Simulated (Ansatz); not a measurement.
# Zr: the cost of one run

Method: DFT PBE, scalar-relativistic, plane waves, PAW, in Ansatz 0.2.0.

**1. The system as given**

Symmetry: Im-3m, No. 229, cubic system. The conventional cell has a = 3.575 Å, b = 3.575 Å, c = 3.575 Å, α = 90.00°, β = 90.00°, γ = 90.00°. Zr (site symmetry m-3m) has 8 Zr at 3.10 Å as nearest neighbours.

As a file:

```xyz
1
Lattice="-1.7873 1.7873 1.7873 1.7873 -1.7873 1.7873 1.7873 1.7873 -1.7873" Properties=species:S:1:pos:R:3 pbc="T T T"
Zr    0.0000    0.0000    0.0000
```

This cell was relaxed beforehand with the same method: volume 22.84 Å³/atom, gap on the mesh none (metal).

**3. Setting up the map**

The energy is mapped over two homogeneous strains (x along [1 0 0], y along [0 1 0], z along [0 0 1] of the conventional cell).

The axes are (1) strain +e along x and -e along y: 7 values from −15 to 15 %; (2) strain +e along z and -e/2 along x and y: 7 values from −7.00 %.

Nothing else is relaxed (symmetry fixes all fractional coordinates). Energies count from the relaxed crystal. Points are written as (first, second).

(The set-up runs are not shown.)

**4. The run at (−5 %, 2.33 %)**

The input, input.yaml:

```yaml
crystal:
  lattice:
    - [-1.6770951037, 1.8558232013, 1.8289246226]
    - [1.6770951037, -1.8558232013, 1.8289246226]
    - [1.6770951037, 1.8558232013, -1.8289246226]
  atoms:
    - { symbol: Zr, position: [0.0, 0.0, 0.0] }
basis:
  ecutwfc: 420
kpoints:
  mp_grid: { grid: [18, 18, 18] }
hamiltonian:
  xc: pbe
scf:
  occupations: { method: gaussian, width: 0.15 }
output:
  forces: true
  stress: true
  eigenvalues: true
```

Run with:

```console
$ ansatz run input.yaml --threads 1 --pin off --max-ram 2048MiB --backend cpu --events-out ev --progress --plain --runs-dir out
```

What time and memory should one allow on 1 thread of Arm Neoverse V2, shared host?

About 9 s, with a peak of 0.47 GiB.
